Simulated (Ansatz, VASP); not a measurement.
**Two plane-wave programs on Rb**

```xyz
1
Lattice="0.0000 3.5276 3.5276 3.5276 0.0000 3.5276 3.5276 3.5276 0.0000" Properties=species:S:1:pos:R:3 pbc="T T T"
Rb    0.0000    0.0000    0.0000
```

Alike in both runs: task single point; functional LDA; k mesh 9 × 9 × 9; occupations fermi-dirac, width 0.1 eV; no spin polarisation.

```csv
,VASP,Ansatz
version,VASP 6.6.1,Ansatz 0.2.0
potentials or method,"VASP PAW LDA potentials, release 64 (Rb_sv)","plane waves (420 eV) with PAW, scalar-relativistic"
plane-wave cutoff (eV),520,420
valence electrons in the cell,9,9
```

|  | VASP | Ansatz | Ansatz less VASP |
| --- | --- | --- | --- |
| pressure (GPa) | -0.3 | -0.3 | 0.00 |

Ansatz warned: «pseudo_functional_mismatch».
